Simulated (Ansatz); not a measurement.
Space group P6_3/mmc (No. 194). a = 3.456 Å, b = 3.456 Å, c = 5.781 Å, α = 90.00°, β = 90.00°, γ = 120.00°
```
atom site symmetry x y z
  Pb    2c      -6m2  0.3333  0.6667  0.2500
```

Equation of state of this Pb structure (not necessarily the ground state), with shape and atoms relaxed at each volume where symmetry leaves them free. It has no gap at any of these volumes. All numbers below come from DFT PBEsol, scalar-relativistic, plane waves, PAW in Ansatz 0.2.0.

Cutoff 420 eV; k points 12×12×8 on the computed 2-atom cell (Γ-centred); Gaussian smearing, width 0.10 eV; no spin polarisation.

```tsv
V (Å³/atom)	E − E(largest V) (meV/atom)	P (GPa)
28.104	3.28	3.36
29.001	-10.21	1.53
29.898	-14.31	0.00
30.795	-10.45	-1.29
31.692	0.00	-2.37
```

Q: Fit a third-order Birch–Murnaghan equation to E(V).

A: V0 = 29.89 Å³/atom, B0 = 47 GPa, B0' = 4.9.

Spin-orbit coupling is left out, which matters for the bands of heavy elements.

This form isn't the element's structure at ambient conditions.